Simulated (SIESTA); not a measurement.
The system is HfN.

```
Hf N
1.0
     0.00000    2.25600    2.25600
     2.25600    0.00000    2.25600
     2.25600    2.25600    0.00000
Hf N
1 1
Direct
  0.00000 0.00000 0.00000
  0.50000 0.50000 0.50000
```

- Program: SIESTA 5.4.2
- Task: single point
- Functional: PBE
- Potentials or basis: PseudoDojo 0.4 standard (PBE files)
- Basis: DZP (energy shift 0.002 Ry)
- Grid cutoff: 800 Ry
- Energy shift: 0.002 Ry
- k mesh: 10 × 10 × 10
- Occupations: fermi-dirac, width 0.05 eV
- Spin: no spin polarisation

On this cell: pressure 11.5 GPa; largest force zero by symmetry; band gap on the k mesh none (metal or under the smearing width).

The same run follows on a disturbed copy (atoms moved at random, drawn with an rms of 0.05 Å):

```
CELL_PARAMETERS angstrom
0.00000 2.25600 2.25600
2.25600 0.00000 2.25600
2.25600 2.25600 0.00000
ATOMIC_POSITIONS crystal
Hf 0.02558 0.01152 0.98645
N 0.48681 0.50285 0.51365
```

Question: What changes?

Answer: The energy (extrapolated to zero smearing) moves by +44.4 meV/atom; pressure 13.4 GPa; largest force 1.527 eV/Å; band gap on the k mesh none (metal or under the smearing width).

Forces in eV/Å, atoms in the order of the input:
```
Hf   0.534 -0.334 -1.391
N   -0.534  0.333  1.389
```

Stress tensor (GPa, compression positive):
```
12.29  0.19  0.60
 0.19 11.89 -0.38
 0.60 -0.38 16.03
```

Caveats: semicore shells carry a single zeta, which can move pressures by several GPa and volumes by a few percent; the basis of atomic orbitals isn't converged, which shifts pressures, moduli and gaps.
